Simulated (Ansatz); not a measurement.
Ideal shear of a crystal plane in PbS

Level of theory: DFT PBE+D3(BJ), scalar-relativistic, plane waves, PAW in Ansatz. The runs took a 420 eV cutoff, a Γ-centred 8×8×3 mesh and Gaussian smearing (0.03 eV). Spin–orbit coupling is left out, which can shift energies with elements as heavy as these. No spin polarisation. Energies are free energies at this smearing, counted from the undisturbed cell; pressure is positive in compression.

The starting cell (relaxed at this level):

```
Pb S
1.0
    -2.96713   -2.96713    0.00000
     2.96713   -2.96713    0.00000
     0.00000    0.00000   11.86853
Pb S
4 4
Direct
  0.50000 0.50000 0.12500
  0.00000 0.00000 0.37500
  0.50000 0.50000 0.62500
  0.00000 0.00000 0.87500
  0.00000 0.00000 0.12500
  0.50000 0.50000 0.37500
  0.00000 0.00000 0.62500
  0.50000 0.50000 0.87500
```

The cut lies on the cell's a–b face, a (0 0 1) plane (indices in the standard cell, whose axes needn't be the Cartesian ones shown) of area 17.61 Å², between layers 2.97 Å apart. Vector c is tilted by f times 1·a + 0·b (length 4.196 Å) with the atoms' Cartesian places fixed: one unrelaxed fault a cell. The traction is dγ/du, the slope of γ against the slip u in Å. Some rows repeat others by symmetry and weren't run.

| f | γ (mJ/m²) | traction (GPa) |
| --- | --- | --- |
| 0.0000 | 0 | 0.0 |
| 0.1000 | 43 | 1.9 |
| 0.2000 | 149 | 2.9 |
| 0.3000 | 269 | 2.6 |
| 0.4000 | 358 | 1.5 |
| 0.5000 | 390 | 0.0 |
| 0.6000 | 358 | -1.5 |
| 0.7000 | 269 | -2.6 |
| 0.8000 | 149 | -2.9 |
| 0.9000 | 43 | -1.9 |

Task: Read off the first barrier and the stress needed to climb it, and compare with Frenkel's sinusoid.

Result: The first sampled maximum lies at f = 0.500, a slip of 2.10 Å, with γ ≈ 390 mJ/m², which stands in for the unstable fault energy γ_us, and the steepest sampled slope before it is 2.9 GPa. A sinusoid γ = γ_us sin²(πu/λ) with its maximum there has λ = 4.20 Å and a largest slope πγ_us/λ = 2.9 GPa (1 mJ/m² per Å = 0.01 GPa).

Task: Is there a metastable fault on this line?

Result: Apart from points where γ returns to about zero, no local minimum shows among the samples, so at this sampling the line offers no fault for a dislocation to split on; a fault can still lie off the line.

The cut is rigid; relaxing the faces lowers these energies and usually the stresses.

Cost: 6 runs of about 2.7 core-minutes in all, on Intel Xeon (Skylake/Cascade Lake) (shared hosts).